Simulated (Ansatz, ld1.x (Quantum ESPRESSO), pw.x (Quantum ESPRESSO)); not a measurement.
# Cr (Z = 24): one change to the RRKJ potential, in the atom and in the fcc crystal

chromium (Cr), norm-conserving RRKJ (Kleinman–Bylander form), made with ld1.x (Quantum ESPRESSO) 7.5 (LDA (PW92), scalar-relativistic). Core [Ar], reference 3d5 4s0 4p1. Waves: 4p (bound): rc 3.55 bohr; 3d (bound): rc 1.90 bohr; 4s (bound, empty): rc 2.30 bohr. Local part: the s channel. Core correction: none. rho0 = 0.01.

Change: wave 4s (bound): rc 2.30 bohr becomes 4s (bound): rc 2.90 bohr.

Cutoffs, loose and tight: the cutoffs (Ry, on a coarse ladder) from which the occupation-weighted sum of valence levels, in a spherical-Bessel basis at the reference potential, stays within 10 and 1 mRy of its value at 400 Ry. They do not see the model core or the augmentation charge, which bear on the density cutoff. Test errors are all-electron minus pseudo excitation energies from the reference, over the configurations 3d5 4s1 4p0; 3d5 4s0 4p0; 3d4 4s0 4p0; 3d3 4s0 4p0; 3d6 4s0 4p0; 3d5.5 4s0.5 4p0; 3d2 4s0 4p0 (two spin-polarised tests are not counted in the largest error); variants that change the core or the reference have their own tests.

Crystal test: fcc Cr in pw.x 7.5, no spin, 16³ k-points, Fermi–Dirac smearing 0.01 Ry, cutoffs set for each file from its atomic test. The reference is all-electron LAPW (Ansatz 0.2.0) with the same functional, mesh and smearing; V0 and B0 come from Birch–Murnaghan fits to the pressures at five volumes. Errors are pseudo minus all-electron; Δ is the rms difference of the E(V) curves that follow from these fits, minima aligned, over ±6 % about the mean V0. Mesh and smearing are coarse, so the numbers serve the comparison and aren't converged zero-temperature values; the lattice is a test structure that the element need not adopt. Spin polarisation and strong correlation are left out, which matters for this element.

All-electron: a0 = 3.548 Å (V0 = 11.17 Å³/atom), B0 = 272.9 GPa.

Question: Does the change bring the crystal closer to the all-electron result?

Answer: The mean pressure error goes from +3.42 to -0.77 GPa, so the change moves the solid closer to the all-electron pressures. The B0 error goes the other way, from +1.7 to +3.2 %.

```tsv
quantity	base	changed
outcome (atom)	generated	generated
cutoff, loose (atom)	50 Ry	50 Ry
cutoff, tight (atom)	70 Ry	70 Ry
bound ghosts (atom)	none	none
largest test error (meV) (atom)	-349 over the solved tests; 1 of 9 tests not solved or not reliable	-363 over the solved tests; 1 of 9 tests not solved or not reliable
cutoffs in pw.x (Ry)	85/340	85/340
a0 (Å)	3.562	3.545
a0 error (%)	+0.40	-0.09
B0 error (%)	+1.7	+3.2
Δ (meV/atom)	8.2	1.8
mean pressure error (GPa)	+3.42	-0.77
```

Base: The largest radius (3.55 bohr) exceeds half the bond length (2.37 bohr), so the spheres overlap, which is one possible source of error among others. Atomic configuration tests: 1 of 9 tests not solved or not reliable. Changed file: The largest radius (3.55 bohr) exceeds half the bond length (2.37 bohr), so the spheres overlap, which is one possible source of error among others. Atomic configuration tests: 1 of 9 tests not solved or not reliable. The atomic cutoffs weigh occupied waves only.
